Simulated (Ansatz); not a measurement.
# Calculated records

```
! title: BN (Qingsongite): band gap by G0W0 on PBE
! method: DFT, PBE, plane waves, PAW; PAW set soft_1 (and 1 further level or step)
! program: Ansatz 0.2.0
! settings of one run: cutoff 420 eV, 10×10×10 k-mesh, smearing width 0.02 eV, PAW set soft 1
! cost: 2 runs, 35 s in all on 1 × NVIDIA H100 80GB HBM3 (shared by 6 runs) with 3 threads of AMD EPYC 7R13 (Zen 3), shared host (the runs of this entry)
! notes: The cell and positions come from the Crystallography Open Database and are kept as given unless a step says otherwise. From 16 bands and 60 eV to 79 bands and 200 eV the gap moves by 6.097 − 5.620 = +0.477 eV (rung by rung 5.620, 5.895, 6.097 eV); bands and screening cutoff rise together, so their parts are not told apart. A line in one over the bands through the two highest rungs gives 6.097 + (6.097 − 5.895) × 39 / (79 − 39) = 6.294 eV, and through the pair below 5.895 + (5.895 − 5.620) × 16 / (39 − 16) = 6.086 eV. The two differ by 0.208 eV, not under the 0.030 eV asked, so the law does not hold well over these rungs and the limit is not known.
! PBE gap over mesh and path: 4.467 eV, from k = Γ to k = (-0.500, -0.500, 0.000)
! G0W0@PBE gap over 11 of 29 irreducible mesh points: 6.097 eV, from k = Γ to k = (0.000, -0.500, -0.500)
! GW settings: 8×8×8 mesh, 75 empty bands, screening to 200 eV, PAW set soft_1 files
! known limits: finite bands, screening cutoff and k mesh; no spin-orbit coupling in G0W0
CELL_PARAMETERS angstrom
0.00000 1.80750 1.80750
1.80750 0.00000 1.80750
1.80750 1.80750 0.00000
ATOMIC_POSITIONS crystal
B 0.00000 0.00000 0.00000
N 0.25000 0.25000 0.25000
```

[Paths, hosts, dates, memory and timing lines, banners, echoed tables and standing remarks are left out of the program output.]

[Logs are printed without paths, hosts, clocks, repeated set-up lines and the standing remarks that a program may print on its own settings, such as how far it seeks lower states.]

[Runs of the session that timed out or met a known fault of the program may be left out.]

[Cells called generated may have been cut or substituted from an entry of the Crystallography Open Database or the Materials Project.]

[Hosts, paths, dates, database ids (printed as entryN), source tags and the programs' standing remarks are cut or masked in the printed files.]
